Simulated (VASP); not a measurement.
# Tl (P6_3/mmc) in VASP: a series of runs

Runs on Tl. Level: PBEsol. Tasks: single point.

Program: VASP 6.6.1. These are calculated values, not measurements. Logs are shortened: lines on timing, memory, paths and dates and some standing lists are left out, and cuts for length are marked.

## (1) The crystal as given

The structure is hexagonal, space group P6_3/mmc (No. 194). Conventional cell: a = 3.456 Å, b = 3.456 Å, c = 5.525 Å, α = 90.00°, β = 90.00°, γ = 120.00°. Around Tl (site symmetry -6m2) lie 12 Tl at 3.41 to 3.46 Å.

## (2) Single point, PBEsol

Input file INCAR:

```
PREC = Accurate ; ENCUT = 550
EDIFF = 1E-6 ; ISMEAR = 1
SIGMA = 0.1 ; LREAL = False
LASPH = True ; NELM = 100
ALGO = Normal ; ISIF = 2
LWAVE = False ; LCHARG = False
GGA = PS ; NBANDS = 20
ADDGRID = False
```

Input file KPOINTS:

```
regular mesh
0
Gamma
  8 8 4
```

Input file POSCAR:

```
Tl
1.0
    3.4560000000      0.0000000000      0.0000000000
   -1.7280000000      2.9929837955      0.0000000000
    0.0000000000      0.0000000000      5.5250000000
Tl
2
Direct
    0.6666666667      0.3333333333      0.7500000000
    0.3333333333      0.6666666667      0.2500000000
```

Potentials or basis: VASP PAW PBE potentials, release 64 (Tl_d).

The run is started by

```sh
> cat potpaw_PBE.64/Tl_d/POTCAR > POTCAR
> mpirun -np 1 vasp_std > vasp.out
```

OUTCAR:

```text
PREC = Accurate
   ENCUT = 550
   EDIFF = 1E-6
   ISMEAR = 1
   LREAL = False
   LASPH = True
   NELM = 100
   ISIF = 2
   GGA = PS

 Found     30 irreducible k-points:

 Following reciprocal coordinates:
            Coordinates               Weight
  0.000000  0.000000  0.000000      1.000000
  0.125000  0.000000  0.000000      6.000000
  0.250000  0.000000  0.000000      6.000000
  0.375000 -0.000000  0.000000      6.000000
  0.500000  0.000000  0.000000      3.000000
  0.125000  0.125000  0.000000      6.000000
   k-points           NKPTS =     30   k-points in BZ     NKDIM =     30   number of bands    NBANDS=     20
   number of dos      NEDOS =    301   number of ions     NIONS =      2
   total plane-waves  NPLWV =  32928
   dimension x,y,z NGX =    28 NGY =   28 NGZ =   42
   dimension x,y,z NGXF=    56 NGYF=   56 NGZF=   84
   ions per type =               2
   NGX,Y,Z   is equivalent  to a cutoff of  13.47, 13.47, 12.64 a.u.
   NGXF,Y,Z  is equivalent  to a cutoff of  26.94, 26.94, 25.28 a.u.
 SYSTEM =  unknown system
   PREC   = accura    normal or accurate (medium, high low for compatibility)
   ISTART =      0    job   : 0-new  1-cont  2-samecut
   ICHARG =      2    charge: 1-file 2-atom 10-const
   ISPIN  =      1    spin polarized calculation?
   LNONCOLLINEAR =      F non collinear calculations
   LSORBIT =      F    spin-orbit coupling
   LASPH  =      T    aspherical Exc in radial PAW
   ENCUT  =  550.0 eV  40.42 Ry    6.36 a.u.   6.61  6.61 10.57*2*pi/ulx,y,z
   NELM   =    100;   NELMIN=  2; NELMDL= -5     # of ELM steps
   EDIFF  = 0.1E-05   stopping-criterion for ELM
   LREAL  =      F    real-space projection
   EDIFFG = 0.1E-04   stopping-criterion for IOM
   NSW    =      0    number of steps for IOM
   IBRION =     -1    ionic relax: 0-MD 1-quasi-New 2-CG
   NFREE  =      0    steps in history (QN), initial steepest desc. (CG)
   ISIF   =      2    stress and relaxation
   ISYM   =      2    0-nonsym 1-usesym 2-fastsym
   POTIM  = 0.5000    time-step for ionic-motion
   TEBEG  =    0.0;   TEEND  =   0.0 temperature during run
   PSTRESS=    0.0 pullay stress
   NELECT =      26.0000    total number of electrons
   NUPDOWN=      -1.0000    fix difference up-down
   EMIN   =  10.00;   EMAX   =-10.00  energy-range for DOS
   EFERMI =   0.00;   METHOD = LEGACY
   ISMEAR =     1;   SIGMA  =   0.10  broadening in eV -4-tet -1-fermi 0-gaus
   EFERMI_NEDOS =   21; number of points for ismear=-14 and -15
   IALGO  =     38    algorithm
   IMIX   =      4    mixing-type and parameters
     AMIX     =   0.40;   BMIX     =  1.00
     AMIX_MAG =   1.60;   BMIX_MAG =  1.00
  volume/ion in A,a.u.               =      28.57       192.83
  Fermi-wavevector in a.u.,A,eV,Ry     =   1.259107  2.379366 21.569987  1.585349
  Thomas-Fermi vector in A             =   2.392683
   LORBIT       =      0    0 simple, 1 ext, 2 COOP (PROOUT), +10 PAW based schemes
   GGA     = PS    functional components
   LHFCALC =     F    Hartree Fock is set to
   AEXX    =    0.0000 exact exchange contribution
   IVDW    =     0    specifies the selected vdW correction
   LEPSILON=     F    determine dielectric tensor
   LRPA    =     F    only Hartree local field effects (RPA)
 non-spin polarized calculation
 Methfessel and Paxton  Order N= 1 SIGMA  =   0.10
  energy-cutoff  :      550.00
  volume of cell :       57.15
 maximum number of plane-waves:      1713
 NGX is ok and might be reduce to    28
   NGX = 13   NGY = 13   NGZ = 21

 number of electron      26.0000004 magnetization

 Free energy of the ion-electron system (eV)
  ---------------------------------------------------
  ext. energy  EPLUGINS =         0.00000000
  ---------------------------------------------------
  free energy    TOTEN  =        -5.15567702 eV

  energy without entropy =       -5.15387889  energy(sigma->0) =       -5.15507764

 E-fermi :   6.4163     XC(G=0): -10.3675

 val. band max:        6.3154508870   @ k =   0.2500   0.1250   0.2500
 cond. band min:       6.4211454905   @ k =   0.3750   0.1250   0.2500
 fundamental gap:      0.1056946035
 Fermi energy:         6.4162889980

 k-point     1 :       0.0000    0.0000    0.0000
  band No.  band energies     occupation
      1      -5.3483      2.00000
      2      -5.1116      2.00000
      3      -5.0933      2.00000
      4      -5.0933      2.00000
      5      -5.0391      2.00000
      6      -5.0391      2.00000
[... 12 lines left out ...]
     19      17.2008      0.00000
     20      17.3093      0.00000

 k-point     2 :       0.1250    0.0000    0.0000
  band No.  band energies     occupation
      1      -5.3051      2.00000
      2      -5.1558      2.00000
      3      -5.0527      2.00000
      4      -5.0275      2.00000
      5      -5.0191      2.00000
      6      -5.0132      2.00000
[... 12 lines left out ...]
     19      16.8947      0.00000
     20      18.3190      0.00000

 k-point     3 :       0.2500    0.0000    0.0000
  band No.  band energies     occupation
      1      -5.3421      2.00000
      2      -5.1489      2.00000
      3      -5.1262      2.00000
      4      -5.0669      2.00000
      5      -5.0364      2.00000
      6      -4.8862      2.00000
[... 12 lines left out ...]
     19      16.0636      0.00000
     20      17.3752      0.00000

 k-point     4 :       0.3750   -0.0000    0.0000
  band No.  band energies     occupation
      1      -5.4302      2.00000
      2      -5.2564      2.00000
      3      -5.2076      2.00000
      4      -5.1236      2.00000
      5      -4.9431      2.00000
      6      -4.8925      2.00000
[... 12 lines left out ...]
     19      15.0140      0.00000
     20      16.4735      0.00000

 k-point     5 :       0.5000    0.0000    0.0000
  band No.  band energies     occupation
      1      -5.4675      2.00000
      2      -5.3121      2.00000
      3      -5.2373      2.00000
      4      -5.1457      2.00000
      5      -4.9199      2.00000
      6      -4.9061      2.00000
[... 12 lines left out ...]
     19      14.6095      0.00000
     20      16.1678      0.00000

 k-point     6 :       0.1250    0.1250    0.0000
  band No.  band energies     occupation
      1      -5.2570      2.00000
      2      -5.2064      2.00000
      3      -5.0844      2.00000
      4      -5.0564      2.00000
      5      -5.0243      2.00000
      6      -4.9669      2.00000
[... 12 lines left out ...]
     19      16.8971      0.00000
     20      17.0684      0.00000

 [... further k-points ...]
[... 5 lines left out ...]
  --------------------------------------------------------------------------------------
  -------------------------------------------------------------------------------------
  Total        0.2604832      0.2604832      0.0588365      0.0000000      0.0000000      0.0000000
  in kB        7.3026411      7.3026411      1.6494806      0.0000000      0.0000000      0.0000000
  external PRESSURE =       5.4182543 kB  Pullay stress =       0.0000000 kB

 VOLUME and BASIS-vectors are now :
 -----------------------------------------------------------------------------
  energy-cutoff  :      550.00
  volume of cell :       57.15
      direct lattice vectors                 reciprocal lattice vectors
     3.456000000  0.000000000  0.000000000     0.289351852  0.167057370  0.000000000
    -1.728000000  2.992983795  0.000000000     0.000000000  0.334114739  0.000000000
     0.000000000  0.000000000  5.525000000     0.000000000  0.000000000  0.180995475

 POSITION                                       TOTAL-FORCE (eV/Angst)
 -----------------------------------------------------------------------------------
      1.72800      0.99766      4.14375        -0.000000     -0.000000      0.000000
     -0.00000      1.99532      1.38125         0.000000      0.000000      0.000000
 -----------------------------------------------------------------------------------
    total drift:                               -0.000000      0.000000     -0.000000

  FREE ENERGIE OF THE ION-ELECTRON SYSTEM (eV)
  ---------------------------------------------------
  free  energy   TOTEN  =        -5.1556770199 eV

  energy  without entropy=       -5.1538788873  energy(sigma->0) =       -5.15507764
```

It took 14 s on 1 thread of AMD EPYC 9R45 (Zen 5), shared host; peak memory 0.15 GiB.

These settings aren't checked as converged: the numbers below hold their error.

Results:

| Quantity | Value |
| --- | --- |
| Free energy | -5.1557 eV |
| Pressure | 0.5 GPa |
| Band gap on the k mesh | none (metal or under the smearing width) |

Caveat: the PAW data sets were made with another functional, which shifts forces and pressure a little.

## (3) Single point, PBEsol

INCAR, as its differences from that of step 2:

```diff
@@ -1,2 +1,2 @@
-PREC = Accurate ; ENCUT = 550
+PREC = Accurate ; ENCUT = 900
 EDIFF = 1E-6 ; ISMEAR = 1
```

Input file KPOINTS:

```
regular mesh
0
Gamma
  6 6 4
```

POSCAR is that of step 2.

Potentials or basis: VASP PAW PBE potentials, release 64 (Tl_d).

The run is started by

```sh
> cat potpaw_PBE.64/Tl_d/POTCAR > POTCAR
> mpirun -np 1 vasp_std > vasp.out
```

Wall time 21 s (1 thread of AMD EPYC 9R45 (Zen 5), shared host); peak memory 0.22 GiB.

The run converged, but some of its settings lie outside the range that counts as converged, so its numbers aren't taken as properties of the crystal.

Results:

```
Free energy            : -5.2338 eV
Pressure               : -0.1 GPa
Band gap on the k mesh : none (metal or under the smearing width)
```

Caveat: the PAW data sets were made with another functional, which shifts forces and pressure a little.
